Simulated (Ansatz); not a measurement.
A plane-wave DFT run in Ansatz 0.2.0 (scalar-relativistic PAW potentials unless the input names others): input and command.

```yaml
crystal:
  lattice:
    - [3.1851421687, 0.0, 0.0]
    - [-1.5925710843, 2.7584140328, 0.0]
    - [0.0, 0.0, 37.1564616321]
  atoms:
    - { symbol: MOx, position: [0.6666666667, 0.3333333333, 0.9016696116] }
    - { symbol: Mo, position: [0.6666666667, 0.3333333333, 0.2967355817] }
    - { symbol: Mo, position: [0.3333333333, 0.6666666667, 0.7032644183] }
    - { symbol: Mo, position: [0.3333333333, 0.6666666667, 0.0983303884] }
    - { symbol: S, position: [0.3333333333, 0.6666666667, 0.9437277825] }
    - { symbol: S, position: [0.3333333333, 0.6666666667, 0.338793561] }
    - { symbol: S, position: [0.6666666667, 0.3333333333, 0.7453241516] }
    - { symbol: S, position: [0.6666666667, 0.3333333333, 0.1403887959] }
    - { symbol: S, position: [0.3333333333, 0.6666666667, 0.8596112041] }
    - { symbol: S, position: [0.3333333333, 0.6666666667, 0.2546758484] }
    - { symbol: S, position: [0.6666666667, 0.3333333333, 0.661206439] }
    - { symbol: S, position: [0.6666666667, 0.3333333333, 0.0562722175] }
basis:
  ecutwfc: 420
kpoints:
  mp_grid: { grid: [12, 12, 1] }
hamiltonian:
  xc: pbe
scf:
  occupations: { method: gaussian, width: 0.02 }
  max_iter: 80
output:
  forces: true
  eigenvalues: true
  stress: true
```

```bash
ansatz run input.yaml --threads 1 --pin off --max-ram 2560MiB --backend cpu --events-out ev --progress --plain --runs-dir out
```

What is wrong with this input?

The program refuses it, because of an unknown element (crystal.atoms[0].symbol: "Mo" → "MOx"). With the sound run's settings it is accepted.

Abridged log:
```
Error: YAML parse error: error: line 7 column 17: `MOx` is not an element symbol (H … Og, case-exact)
 --> <input>:7:17
  |
5 |     - [0.0, 0.0, 37.1564616321]
6 |   atoms:
7 |     - { symbol: MOx, position: [0.6666666667, 0.3333333333, 0.9016696116] }
  |                 ^ `MOx` is not an element symbol (H … Og, case-exact)
8 |     - { symbol: Mo, position: [0.6666666667, 0.3333333333, 0.2967355817] }
9 |     - { symbol: Mo, position: [0.3333333333, 0.6666666667, 0.7032644183] }
  |
```